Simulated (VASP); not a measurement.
Runs of VASP 6.6.1 on C. The structure is hexagonal, space group P6_3/mmc (No. 194). The conventional cell has a = 2.522 Å, b = 2.522 Å, c = 8.237 Å, α = 90.00°, β = 90.00°, γ = 120.00°. C (site symmetry 3m) has 4 C at 1.54 Å as nearest neighbours. C (site symmetry 3m) has 4 C at 1.54 Å as nearest neighbours. This is a hexagonal form of diamond, not graphite.

| task | level | cell | cutoff (eV) | smearing | gap on the mesh (eV) | pressure (GPa) | relaxed volume (Å³/atom) | largest force (eV/Å) |
| --- | --- | --- | --- | --- | --- | --- | --- | --- |
| relaxation of cell and atoms | revPBE+D3(BJ) | relaxed | 600 | fermi-dirac 0.05 eV | 4.56 | 0.0 | (b) | - |
| relaxation of cell and atoms | PBEsol+D4 | relaxed | 600 | fermi-dirac 0.05 eV | 4.44 | 0.1 | (a) | 0.02 |
| relaxation of cell and atoms | RPBE+D3(BJ) | relaxed | 600 | fermi-dirac 0.05 eV | 4.59 | 0.0 | 5.54 | - |
| relaxation of cell and atoms | PBEsol+rVV10 | relaxed | 600 | fermi-dirac 0.05 eV | 4.41 | 0.0 | (c) | 0.01 |
| single point | PBE | as given | 520 | gaussian 0.014 eV | 4.41 | 2.9 | - | (d) |
| relaxation of cell and atoms | RPBE+D4 | relaxed | 600 | fermi-dirac 0.05 eV | 4.57 | 0.0 | 5.59 | - |
| relaxation of cell and atoms | revPBE+D4 | relaxed | 600 | fermi-dirac 0.05 eV | 4.57 | 0.1 | 5.59 | 0.01 |
| relaxation of cell and atoms | RPBE+D3 | relaxed | 600 | fermi-dirac 0.05 eV | 4.52 | 0.0 | 5.72 | 0.01 |
| relaxation of cell and atoms | revPBE+D3 | relaxed | 600 | fermi-dirac 0.05 eV | 4.52 | 0.0 | 5.70 | - |

Alike in all rows: potentials or basis VASP PAW PBE potentials, release 64 (C); no spin polarisation; k mesh 12 × 12 × 4.

Q: Estimate the missing entries.

A: (a) 5.58; (b) 5.61; (c) 5.62; (d) 0.33.

Caveats: the PAW data sets were made with another functional, which shifts forces and pressure a little (some runs).

A k mesh can miss the band edges.
